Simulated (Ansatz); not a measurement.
## How far is PAW off for TiSi$_{2}$?

```
Ti Si
1.0
    -0.12569    4.05408    4.19973
     2.32258   -0.09972    4.22570
     2.32473    4.08220   -0.09757
Ti Si
2 4
Cartesian
  3.3912 6.0274 6.2459
  2.2608 4.0183 4.1639
  1.1510 0.6337 2.1026
  1.1098 3.3846 2.0613
  2.3019 1.2757 4.2051
  2.2197 6.7609 4.1228
```

Atom numbers follow the list: Ti1, Ti2, Si3, Si4, Si5, Si6.

The cell is COD entry 1010453, as deposited and not checked against the literature; nothing was relaxed. It is an old determination, and later ones may differ. The listed cell was then made from it by scaling, straining or moving an atom.

All numbers are computed: DFT, PBEsol, PAW with Ansatz's default frozen-core files, scalar-relativistic (Ansatz 0.2.0); DFT, PBEsol, all-electron PAW with datasets made for the crystal, scalar-relativistic (Ansatz 0.2.0); DFT, PBEsol, all-electron LAPW, scalar-relativistic (Ansatz 0.2.0).

For PAW: a Γ-centred 8×8×8 k mesh, Fermi–Dirac smearing of 0.08 eV, cutoff 420 eV, no spin polarisation; the PAW files were made with PBE, and the program remakes their frozen cores for this functional. The crystal-made all-electron datasets (AE datasets) take a cutoff of 260 eV at this cell. LAPW targets a basis error of 0.5 meV/atom. The Ansatz runs share mesh, smearing and spin set-up. Plane-wave (PAW) pressures include the program's estimate of the Pulay term.

Stress and pressure are positive in compression.

The change that made this cell: equal xy, yz and zx engineering shear strains of -3 %.

| quantity | PAW | AE datasets | LAPW |
| --- | --- | --- | --- |
| pressure (GPa) | -1.32 | -1.32 | -1.32 |
| stress xx (GPa) | -0.63 | -0.62 | -0.62 |
| stress yy (GPa) | -1.91 | -1.90 | -1.90 |
| stress zz (GPa) | -1.43 | -1.44 | -1.44 |
| stress yz (GPa) | 2.88 | 2.88 | 2.88 |
| stress xz (GPa) | 4.75 | 4.75 | 4.75 |
| stress xy (GPa) | 3.96 | 3.96 | 3.96 |
| force on Ti1, y (eV/Å) | -0.207 | -0.207 | -0.207 |
| force on Si3, y (eV/Å) | 0.079 | 0.079 | 0.079 |
| force on Si4, y (eV/Å) | -0.262 | -0.262 | -0.262 |

PAW's pressure differs from the LAPW value by about 0.01 GPa or less.
